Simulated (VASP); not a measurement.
Co under changes of volume

One of the cells (10.853 Å³/atom); the others are scaled copies at fixed shape and fractional positions:

```xyz
2
Lattice="2.4884 0.0000 0.0000 -1.2442 2.1550 0.0000 0.0000 0.0000 4.0478" Properties=species:S:1:pos:R:3 pbc="T T T"
Co    1.2442    0.7183    3.0358
Co    0.0000    1.4367    1.0119
```

| Quantity | Value |
| --- | --- |
| Program | VASP 6.6.1 |
| Functional | PBE |
| Potentials or basis | VASP PAW PBE potentials, release 64 (Co) |
| Cutoff | 520 eV |
| k mesh | 12 × 12 × 7 |
| Occupations | fermi-dirac, width 0.05 eV |
| Spin | collinear spin, ferromagnetic start |
| Starting moments | [2.0, 2.0] μB |

```csv
volume (Å³/atom),energy over the lowest point (meV/atom),pressure (GPa),moment (μB per cell)
10.002,46.89,19.6,3.03
10.215,?,?,?
10.427,10.53,8.5,3.14
10.853,0.00,-0.4,3.24
11.066,3.03,-4.2,3.27
11.279,10.80,-7.6,3.30
```

Q: What does the run at 10.215 Å³/atom give?

A: Energy over the lowest point 25.17 meV/atom; pressure 13.7 GPa; moment 3.09 μB per cell.

Worked out: A Birch-Murnaghan fit of order 3 (a polynomial in V^(-2/3)) to the other rows has its minimum at 10.84 Å³/atom with B0 = V·E''(V) = 205 GPa and B' = 4.0 at fixed shape and positions, which overstates the stiffness. It gives 25.10 meV/atom at 10.215 Å³/atom, against the run's 25.17, and -dE/dV = 13.6 GPa, against 13.7. A parabola through the other rows of the moment, of slope 0.272 μB per Å³/atom there, gives 3.09 μB, against the run's 3.09.

Energies are extrapolated to zero smearing.
